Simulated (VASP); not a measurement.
Runs of VASP 6.6.1 on GaN. The structure is hexagonal, space group P6_3mc (No. 186). Conventional cell: a = 3.180 Å, b = 3.180 Å, c = 5.183 Å, α = 90.00°, β = 90.00°, γ = 120.00°. Ga (site symmetry 3m) is surrounded by 4 N at 1.94 to 1.95 Å. Around N (site symmetry 3m) lie 4 Ga at 1.94 to 1.95 Å. 

| task | level | cell | k mesh | monkhorst-Pack mesh | gap on the mesh (eV) | pressure (GPa) | largest force (eV/Å) |
| --- | --- | --- | --- | --- | --- | --- | --- |
| relaxation of shape and atoms at fixed volume | PBE | atoms relaxed at fixed volume from: a relaxed cell with its volume scaled by 0.98 | 12 × 12 × 5 | - | (b) | 3.6 | - |
| relaxation of shape and atoms at fixed volume | PBE | atoms relaxed at fixed volume from: a relaxed cell with its volume scaled by 1.04 | 12 × 12 × 5 | - | (a) | -6.2 | 0.01 |
| relaxation of shape and atoms at fixed volume | PBE | atoms relaxed at fixed volume from: a relaxed cell with its volume scaled by 1.06 | 12 × 12 × 5 | - | 1.33 | -8.8 | - |
| dielectric tensor | PBEsol | P6_3mc, 11.35 Å³/atom | 18 × 18 × 9 | no | 1.91 | - | - |
| relaxation of shape and atoms at fixed volume | PBE | atoms relaxed at fixed volume from: a relaxed cell with its volume scaled by 0.94 | 12 × 12 × 5 | - | 2.13 | 12.1 | 0.01 |
| relaxation of cell and atoms | PBEsol | relaxed | 12 × 12 × 5 | - | 1.91 | 0.0 | 0.01 |
| relaxation of shape and atoms at fixed volume | PBE | atoms relaxed at fixed volume | 12 × 12 × 5 | - | 1.72 | 0.0 | - |

Alike in all rows: potentials or basis VASP PAW PBE potentials, release 64 (Ga_d, N); no spin polarisation; cutoff (eV) 600; smearing gaussian 0.03 eV.

**Question.** Estimate the missing entries.

**Answer.** (a) 1.45; (b) 1.85.

Caveats: the relaxation stopped at its first step, so nothing moved (some runs); the PAW data sets were made with another functional, which shifts forces and pressure a little (some runs); an odd mesh through Γ misses points on the zone boundary, where band edges often lie (some runs).

A k mesh can miss the band edges, and the runs leave out spin-orbit coupling on Ga.
